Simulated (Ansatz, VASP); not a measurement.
## Ca in VASP and in Ansatz

```
Ca
1.0
    -1.92822    1.92879    2.72415
     1.92822   -1.92879    2.72415
     1.92822    1.92879   -2.72415
Ca
1
Direct
  0.50000 0.50000 0.00000
```

Alike in both runs: functional PBEsol; k mesh 14 × 14 × 14; occupations gaussian, width 0.1 eV; no spin polarisation.

Ansatz relaxed the structure, and its values are those at the end. VASP's run is a single point on that final structure, the one shown.

|  | VASP | Ansatz |
| --- | --- | --- |
| version | VASP 6.6.1 | Ansatz 0.2.0 |
| potentials or method | VASP PAW PBE potentials, release 64 (Ca_sv) | scalar-relativistic, plane waves, PAW |
| plane-wave cutoff (eV) | 520 | 420 |
| valence electrons in the cell | 10 | 10 |

```csv
,VASP,Ansatz,Ansatz less VASP
gap on the k mesh at the Fermi level (eV),none,none,-
pressure (GPa),0.0,0.0,+0.01
```

A gap of «none» marks a metal or a gap that the smearing closes.

Caveats: the PAW data sets were made with another functional, which shifts forces and pressure a little (VASP).
